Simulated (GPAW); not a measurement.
Runs of GPAW 26.7.0 on HgSe. The structure is cubic, space group F-43m (No. 216). Conventional cell: a = 6.078 Å, b = 6.078 Å, c = 6.078 Å, α = 90.00°, β = 90.00°, γ = 90.00°. Hg (site symmetry -43m) has 4 Se at 2.63 Å as nearest neighbours. Se (site symmetry -43m) is surrounded by 4 Hg at 2.63 Å. 

| task | level | potentials or basis | spin | k mesh | cutoff (eV) | maxiter | ranks | band path | band points | eigensolver | mesh quality | V0 of scaled cells (Å³/atom) | B0 (GPa) |
| --- | --- | --- | --- | --- | --- | --- | --- | --- | --- | --- | --- | --- | --- |
| equation of state | revPBE+D4 | the program's PAW data sets (release 1.2.1) made for this functional, pw | off | 6 × 6 × 6 | 600 | 150 | - | - | - | - | not flagged | 29.56 | (b) |
| equation of state | RPBE+D3(BJ) | the program's PAW data sets (release 1.2.1) made for this functional, pw | off | 6 × 6 × 6 | 600 | 150 | - | - | - | - | not flagged | (a) | (c) |
| equation of state | WC | PAW data sets generated in the run's folder for this functional, pw | off | 6 × 6 × 6 | 600 | 150 | - | - | - | - | not flagged | 29.15 | 51 |
| equation of state | PBEsol+D3 | PAW data sets generated in the run's folder for this functional, pw | off | 6 × 6 × 6 | 600 | 150 | - | - | - | - | not flagged | 28.01 | 57 |

Alike in all rows: cell as given; smearing fermi-dirac 0.05 eV.

Problem. Fill in the values left out.

Solution. (a) 27.15; (b) 47; (c) 62.

Runs at the PBE level aren't shown here.
